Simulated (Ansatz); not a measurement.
**One structure, 3 elements: GaO, GaS, GaSe**

Plane-wave DFT in Ansatz with scalar-relativistic PAW potentials, cutoff 420 eV, Γ-centred meshes chosen by cell and gap, Gaussian smearing with energies taken to zero width. Every cell was relaxed (cell and atoms) in a run of its own, within the symmetry of its start. Functional: PBE.

All members share space group P6_3/mmc and the same sites; only the element on one set of sites changes (O, S, Se). Members needn't be the stable form of their composition. Energies over the elements, where given, are against the elements' standard states in the same functional (H₂, N₂, O₂ and halogens uncorrected, Hg as a solid). The first member:

Space group P6_3/mmc (No. 194). a = 3.105 Å, b = 3.105 Å, c = 13.856 Å, α = 90.00°, β = 90.00°, γ = 120.00°
| atom | site | symmetry | x | y | z |
| --- | --- | --- | --- | --- | --- |
| Ga | 4f | 3m. | 0.3333 | 0.6667 | 0.1596 |
| O | 4f | 3m. | 0.3333 | 0.6667 | 0.6071 |

```tsv
compound	V (Å³/atom)	a (Å)	c (Å)	gap on mesh (eV)	energy over elements (eV/atom)
GaO	14.46	3.105	13.856	1.20	-1.433
GaSe	28.45	3.816	18.054	1.30	-0.595
```

Problem. Predict the member with S.

Solution. V (Å³/atom) 25.36, a (Å) 3.630, c (Å) 17.781, gap on mesh (eV) 2.03, energy over elements (eV/atom) -0.660. Interpolating linearly in period between O and Se would give 21.46 Å³/atom (15.4 % too small) and a gap of 1.25 eV, with -1.014 eV/atom over the elements. Over the whole series the volume grows at each step down the group; the gap has no steady trend; binding against the elements weakens. Less electronegative, larger anions gain less from charge transfer and lattice energy, in line with the weaker binding.

Each cell of GaO, GaS, GaSe holds layers, and where no dispersion correction was added their binding is poorly described.